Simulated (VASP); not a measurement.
A run of VASP 6.6.1 is set up as follows.

INCAR

```
ALGO = Fast ; EDIFF = 1E-6
EDIFFG = -0.005 ; ENCUT = 600
GGA = PS ; IBRION = 2
ISIF = 3 ; ISMEAR = 0
LASPH = True ; LCHARG = False
LREAL = False ; LWAVE = False
NELM = 100 ; NSW = 60
PREC = Accurate ; SIGMA = 0.05
```

The input KPOINTS:

```
k-points
0
Gamma
  7 7 7
```

Contents of POSCAR:

```
Ge
1.0
    5.6780000000      0.0000000000      0.0000000000
    0.0000000000      5.6780000000      0.0000000000
    0.0000000000      0.0000000000      5.6780000000
Ge
8
Direct
    0.0000000000      0.0000000000      0.0000000000
    0.0000000000      0.5000000000      0.5000000000
    0.5000000000      0.0000000000      0.5000000000
    0.5000000000      0.5000000000      0.0000000000
    0.2500000000      0.2500000000      0.2500000000
    0.2500000000      0.7500000000      0.7500000000
    0.7500000000      0.2500000000      0.7500000000
    0.7500000000      0.7500000000      0.2500000000
```

Potentials or basis: VASP PAW PBE potentials, release 64 (Ge_d).

Command:

```console
$ cat potpaw_PBE.64/Ge_d/POTCAR > POTCAR
$ mpirun -np 1 vasp_std > vasp.out
```

(1) Predict the band gap on the k mesh.

(2) Predict the relaxed cell.

(3) Predict the space group after relaxing (to 0.05 Å).

(4) Estimate the relaxed volume.

Answers

(1) none (metal or under the smearing width).

(2) a = 5.675 Å, b = 5.675 Å, c = 5.675 Å, α = 90.00°, β = 90.00°, γ = 90.00°.

(3) Fd-3m (No. 227).

(4) 22.84 Å³/atom.

Caveat: the PAW data sets were made with another functional, which shifts forces and pressure a little; this crystal is a semiconductor, whose small gap the functional closes, so the metal is an error of the method.
